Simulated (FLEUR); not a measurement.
CdS (Greenockite):

```
Cd S
1.0
     4.15000    0.00000    0.00000
    -2.07500    3.59401    0.00000
     0.00000    0.00000    6.73700
Cd S
2 2
Direct
  0.66667 0.33333 0.50000
  0.33333 0.66667 0.00000
  0.66667 0.33333 0.87500
  0.33333 0.66667 0.37500
```

Base run:

```yaml
Program: FLEUR MaX-R8.1 (patched build s14)
Functional: MJW
Potentials_or_basis: all-electron
Basis: FLAPW
Kmax: 4.21 1/bohr
k_mesh: 7 × 7 × 4
Occupations: fermi-dirac, width 0.05 eV
Spin: no spin polarisation
```

Its results: band gap on the k mesh 0.90 eV, direct.

The run is repeated on the same cell with these changes: functional from MJW to Xalpha. What comes out?

Band gap on the k mesh 0.77 eV, direct.

Not every run made on this cell is shown here.
